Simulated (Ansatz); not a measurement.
Here is an Ansatz 0.2.0 calculation.

File input.yaml:

```yaml
crystal:
  lattice:
    - [3.14, 0.0, 0.0]
    - [-1.57, 2.7193197679, 0.0]
    - [0.0, 0.0, 3.48]
  atoms:
    - { symbol: Hf, position: [0.0, 0.0, 0.0] }
    - { symbol: B, position: [0.6666666667, 0.3333333333, 0.5] }
    - { symbol: B, position: [0.3333333333, 0.6666666667, 0.5] }
hamiltonian:
  xc: pbe
  pseudopotentials: { kind: paw }
kpoints:
  mp_grid: { grid: [10, 10, 8] }
scf:
  occupations: { method: fermi_dirac, width: 0.05 }
output:
  forces: true
  stress: true
  eigenvalues: true
relax:
  f_tol: 0.01
  max_steps: 40
  cell: { stress_tol: 0.05, p_target: 30.0 }
```

Potentials or basis: Ansatz PAW.

The run is started by

```bash
$ ansatz run input.yaml --threads 2 --pin off --max-ram 5632MiB --backend cpu --events-out ev --progress --plain --runs-dir out
```

Question: Estimate the relaxed cell.

Answer: a = 3.049 Å, b = 3.049 Å, c = 3.360 Å, α = 90.00°, β = 90.00°, γ = 120.00°.

Question: What does it give for the relaxed volume?

Answer: 9.02 Å³/atom.

Question: Estimate the band gap on the k mesh.

Answer: None (metal or under the smearing width).

The path:
| step | energy change (eV) | largest force (eV/Å) | volume (Å³) |
| --- | --- | --- | --- |
| 1 | 0.0000 | 0.0000 | 29.71 |
| 2 | 0.3406 | 0.0000 | 26.59 |
| 3 | 0.2305 | 0.0000 | 27.11 |
| 4 | 0.2380 | 0.0000 | 27.07 |
| 5 | 0.2399 | 0.0000 | 27.06 |
| 6 | 0.2424 | 0.0000 | 27.06 |
| 7 | 0.2439 | 0.0000 | 27.05 |
| 8 | 0.2439 | 0.0000 | 27.05 |

Caveat: the plane-wave basis is chosen anew once the cell has moved, so the energies of steps on either side of that aren't comparable. The run has no spin-orbit coupling, so splittings on Hf are missing.
